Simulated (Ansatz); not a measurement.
# L1₀ (CuAu-type) CoPt

The numbers are results of LDA in Ansatz (plane waves, PAW), not measurements.

Settings: plane-wave cutoff 520 eV, 20×20×16 k mesh (along the axes of the cell as run), Fermi–Dirac smearing 0.05 eV, spin-polarised with parallel moments, scalar-relativistic PAW data made under PBE.

Cell (relaxed at this level):

```xyz
2
Lattice="2.6384 0.0000 0.0000 0.0000 2.6384 0.0000 0.0000 0.0000 3.6185" Properties=species:S:1:pos:R:3 pbc="T T T"
Co     0.0000     0.0000     0.0000
Pt     1.3192     1.3192     1.8092
```
Starting moments (μB, in the order of the record's atoms Co Pt): 2.0 0.0.

* **bulk modulus B0**: 272 GPa
* **band gap**: zero (no gap)
* **magnetic moment (largest site, within a sphere)**: 1.75 μB
* **pressure derivative B′ of the bulk modulus**: 4.8

Note: the bulk modulus comes from volumes at which shape and atoms were relaxed.

Moments are spin moments.

Spin–orbit coupling is not included.

The computed numbers hold no vibrational or temperature effects.

It cost very roughly 18 core-minutes of CPU time.

Ansatz is a quantum-chemistry and plane-wave program.
